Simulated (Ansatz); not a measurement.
# Au in Ansatz: the effect of functional

Crystal: Au.

```
Au
1.0
     0.00000    2.04848    2.04848
     2.04848    0.00000    2.04848
     2.04848    2.04848    0.00000
Au
1
Cartesian
  0.0000 0.0000 0.0000
```

The cell isn't the ideal one: volume scaled by 1.02.

Alike in all runs:

```yaml
Program: Ansatz 0.2.0
Task: single point
Potentials_or_basis: Ansatz PAW
k_mesh: 11 × 11 × 11
Occupations: fermi-dirac, width 0.05 eV
Spin: no spin polarisation
```

| functional | cutoff | pressure (GPa) |
| --- | --- | --- |
| LDA | 420 eV (not typed: the program's choice for these potentials) | ? |
| r2SCAN | 500 eV (not typed: the program's choice for these potentials) | 3.2 |
| PBE | 420 eV (not typed: the program's choice for these potentials) | 7.0 |

What does the run with functional LDA give?

Pressure -6.4 GPa.

Caveats: the PAW data sets come from PBE, with cores solved anew for the run's functional, which leaves a small shift of forces and pressure (some runs).
